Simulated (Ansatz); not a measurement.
# Hf2SiO6: the cost of one run

Method: DFT PBE, scalar-relativistic, plane waves, PAW, in Ansatz 0.2.0.

## 1. Starting point

Symmetry: I4/mmm, No. 139, tetragonal system. The conventional cell has a = 3.716 Å, b = 3.716 Å, c = 15.766 Å, α = 90.00°, β = 90.00°, γ = 90.00°. Hf (site symmetry 4mm) has 8 O at 2.28 Å as nearest neighbours. Around Si (site symmetry 4/mmm) lie 8 O at 2.28 Å. O (site symmetry 2mm) is surrounded by 2 Si at 2.28 Å and 2 Hf at 2.28 Å. O (site symmetry -4m2) is surrounded by 4 Hf at 2.28 Å.

Structure file:

```
CELL_PARAMETERS angstrom
-1.85801 1.85801 7.88285
1.85801 -1.85801 7.88285
1.85801 1.85801 -7.88285
ATOMIC_POSITIONS crystal
Hf 0.66667 0.66667 0.00000
Hf 0.33333 0.33333 0.00000
Si 0.00000 0.00000 0.00000
O 0.08333 0.58333 0.50000
O 0.75000 0.25000 0.50000
O 0.41667 0.91667 0.50000
O 0.25000 0.75000 0.50000
O 0.91667 0.41667 0.50000
O 0.58333 0.08333 0.50000
```

The start is an ordering of an alloy on its end members' structure types: elements ordered on the sites of the HfO2 type, Hf/Si on Hf (I4/mmm, No. 139).

## 2. A first look at the guess

Input file input.yaml:

```yaml
crystal:
  lattice:
    - [-1.85800636, 1.85800636, 7.88285336]
    - [1.85800636, -1.85800636, 7.88285336]
    - [1.85800636, 1.85800636, -7.88285336]
  atoms:
    - { symbol: Hf, position: [0.66666667, 0.66666667, 0.0] }
    - { symbol: Hf, position: [0.33333333, 0.33333333, 0.0] }
    - { symbol: Si, position: [0.0, 0.0, 0.0] }
    - { symbol: O, position: [0.08333333, 0.58333333, 0.5] }
    - { symbol: O, position: [0.75, 0.25, 0.5] }
    - { symbol: O, position: [0.41666667, 0.91666667, 0.5] }
    - { symbol: O, position: [0.25, 0.75, 0.5] }
    - { symbol: O, position: [0.91666667, 0.41666667, 0.5] }
    - { symbol: O, position: [0.58333333, 0.08333333, 0.5] }
basis:
  ecutwfc: 420
kpoints:
  mp_grid: { grid: [6, 6, 6] }
hamiltonian:
  xc: pbe
scf:
  occupations: { method: gaussian, width: 0.1 }
  lower_state_search: "off"
output:
  forces: true
  stress: true
  eigenvalues: true
```

Command:

```bash
> ansatz run input.yaml --threads 1 --pin off --max-ram 2560MiB --backend cpu --events-out ev --progress --plain --runs-dir out
```

**Question.** How long does this run take on 1 thread of Intel Xeon at 2.70GHz, shared host, and how much memory does it need?

About 12 s, with a peak of 0.47 GiB.
